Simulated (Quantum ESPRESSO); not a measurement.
The system is Nb.

```
Nb
1.0
    -1.66395    1.66395    1.66395
     1.66395   -1.66395    1.66395
     1.66395    1.66395   -1.66395
Nb
1
Direct
  0.00000 0.00000 0.00000
```

```yaml
Program: Quantum ESPRESSO 7.5
Task: relaxation of cell and atoms
Functional: PBEsol
Dispersion: rVV10
Potentials_or_basis: GBRV 1.5 PBEsol
Cutoff: 612 eV
Density_cutoff: 4898 eV
k_mesh: 11 × 11 × 11
Occupations: fermi-dirac, width 0.05 eV
Spin: no spin polarisation
```

At the start: pressure -11.4 GPa; volume 18.43 Å³/atom.

Question: Where does the relaxation end?

Answer: Over 14 steps the energy falls by 42.5 meV/atom and the volume is 17.24 Å³/atom (-6.5 %); space group Im-3m (No. 229, to 0.05 Å).

Step by step:
| step | energy change (eV) | largest force (eV/Å) | pressure (GPa) | volume (Å³) |
| --- | --- | --- | --- | --- |
| 1 | 0.0000 | 0.0000 | -11.41 | 18.43 |
| 2 | -0.0355 | 0.0000 | -5.05 | 17.72 |
| 3 | -0.0336 | 0.0000 | 5.42 | 16.75 |
| 4 | -0.0360 | 0.0000 | 4.57 | 16.82 |
| 5 | -0.0394 | 0.0000 | 3.02 | 16.95 |
| 6 | -0.0420 | 0.0000 | 1.05 | 17.13 |
| 7 | -0.0423 | 0.0000 | -1.01 | 17.32 |
| 8 | -0.0424 | 0.0000 | -0.98 | 17.32 |
| 9 | -0.0424 | 0.0000 | -0.90 | 17.31 |
| 10 | -0.0424 | 0.0000 | -0.80 | 17.30 |
| 11 | -0.0425 | 0.0000 | -0.66 | 17.29 |
| 12 | -0.0425 | 0.0000 | -0.50 | 17.27 |
| 13 | -0.0425 | 0.0000 | -0.31 | 17.25 |
| 14 | -0.0425 | 0.0000 | -0.12 | 17.24 |

Final structure:
```
Nb
1.0
    -1.62724    1.62724    1.62724
     1.62724   -1.62724    1.62724
     1.62724    1.62724   -1.62724
Nb
1
Direct
  0.00000 0.00000 0.00000
```

Caveat: rVV10's parameter b was fitted to another functional.
